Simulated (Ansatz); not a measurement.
HfN:

```
Hf N
1.0
     2.82503    0.00000    0.00000
     0.00000    2.82503    0.00000
     0.00000    0.00000    2.82503
Hf N
1 1
Direct
  0.50000 0.50000 0.50000
  0.00000 0.00000 0.00000
```

The cell was built by a generator and needn't be a form met in nature.

Base run:

```yaml
Program: Ansatz 0.2.0
Functional: r2SCAN
Potentials_or_basis: Ansatz PAW
Cutoff: "500 eV (not typed: the program's choice for these potentials)"
k_mesh: 9 × 9 × 9
Occupations: fermi-dirac, width 0.05 eV
Spin: no spin polarisation
Hubbard_terms: Hf d U = 4 eV
```

Its results: band gap on the k mesh none (metal or under the smearing width); pressure 1.4 GPa.

Task: After a change of settings the same cell gave: band gap on the k mesh none (metal or under the smearing width); pressure -8.5 GPa. Which change was it?
A. functional from r2SCAN to RPBE; cutoff from 500 eV (not typed: the program's choice for these potentials) to 420 eV (not typed: the program's choice for these potentials); hubbard terms from Hf d U = 4 eV to none; hubbard projectors from ortho-atomic (the default) to none
B. functional from r2SCAN to PBE; cutoff from 500 eV (not typed: the program's choice for these potentials) to 350 eV; hubbard terms from Hf d U = 4 eV to none; hubbard projectors from ortho-atomic (the default) to none
C. functional from r2SCAN to LDA; cutoff from 500 eV (not typed: the program's choice for these potentials) to 420 eV (not typed: the program's choice for these potentials)
D. functional from r2SCAN to PBE; cutoff from 500 eV (not typed: the program's choice for these potentials) to 420 eV (not typed: the program's choice for these potentials); hubbard terms from Hf d U = 4 eV to none; hubbard projectors from ortho-atomic (the default) to none

Result: C.

Caveats: spin-orbit coupling is left out, which moves the levels of the heavy elements; U without spin polarisation on a metal has little footing; the PAW data sets come from PBE, with cores solved anew for the run's functional, which leaves a small shift of forces and pressure.
